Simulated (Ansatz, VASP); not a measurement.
# One calculation of WC, two programs

```
W C
1.0
     2.85765    0.00000    0.00000
    -1.42882    2.47479    0.00000
     0.00000    0.00000    2.79806
W C
1 1
Cartesian
  0.0000 0.0000 0.0000
  0.0000 1.6499 1.3990
```

Change from the starting cell: volume scaled by 0.94, PAW files.

Alike in both runs: task single point; functional PBE; k mesh 17 × 17 × 15; occupations fermi-dirac, width 0.1 eV; no spin polarisation.

|  | VASP | Ansatz |
| --- | --- | --- |
| version | VASP 6.6.1 | Ansatz 0.2.0 |
| potentials or method | VASP PAW PBE potentials, release 64 (W_sv, C) | PAW with Ansatz's default frozen-core files, scalar-relativistic |
| plane-wave cutoff (eV) | 520 | 420 |
| valence electrons in the cell | 18 | 18 |

|  | VASP | Ansatz | Ansatz less VASP |
| --- | --- | --- | --- |
| pressure (GPa) | 28.4 | 27.0 | -1.40 |
| largest component of the traceless stress (GPa) | 0.22 | 0.02 | -0.200 |

Caveats: so large a pressure means that the cell lies far from this level's equilibrium, or that cutoff or potentials fall short (VASP). Spin-orbit coupling is left out, which matters for the levels of W.
